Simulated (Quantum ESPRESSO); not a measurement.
PtS2:

```
Pt S
1.0
     3.54320    0.00000    0.00000
    -1.77160    3.06850    0.00000
     0.00000    0.00000    5.03880
Pt S
1 2
Direct
  0.00000 0.00000 0.00000
  0.66667 0.33333 0.77300
  0.33333 0.66667 0.22700
```

```yaml
Program: Quantum ESPRESSO 7.5
Task: single point
Functional: PBE
Potentials_or_basis: SSSP 1.3 efficiency PBE
Cutoff: 748 eV
Density_cutoff: 5987 eV
k_mesh: 9 × 9 × 5
Occupations: fermi-dirac, width 0.05 eV
Spin: no spin polarisation
```

On this cell: pressure 11.4 GPa; largest force 1.246 eV/Å; band gap on the k mesh 1.02 eV, indirect (least direct gap 1.06 eV).

The same run follows on a disturbed copy (atoms moved at random, drawn with an rms of 0.05 Å):

```
Pt S
1.0
     3.54320    0.00000    0.00000
    -1.77160    3.06850    0.00000
     0.00000    0.00000    5.03880
Pt S
1 2
Direct
  0.99943 0.99349 0.01005
  0.66718 0.33107 0.77169
  0.33506 0.67148 0.23435
```

What does the disturbed cell give?

The energy moves by -8.8 meV/atom; pressure 9.6 GPa; largest force 1.378 eV/Å; band gap on the k mesh 0.89 eV, indirect (least direct gap 1.02 eV).

Forces in eV/Å, atoms in the order of the input:
```
Pt  -0.167  0.475 -0.736
S    0.020 -0.089 -0.578
S    0.146 -0.386  1.314
```

Stress tensor (GPa, compression positive):
```
10.72 -0.24  0.39
-0.24  9.56 -0.90
 0.39 -0.90  8.44
```

Caveats: spin-orbit coupling is left out, which moves the levels of the heavy elements; an odd mesh through Γ misses points on the zone boundary, where band edges often lie; forces of over 1 eV/Å show positions far from the minimum, so gaps and moduli don't describe the material at rest (some runs).
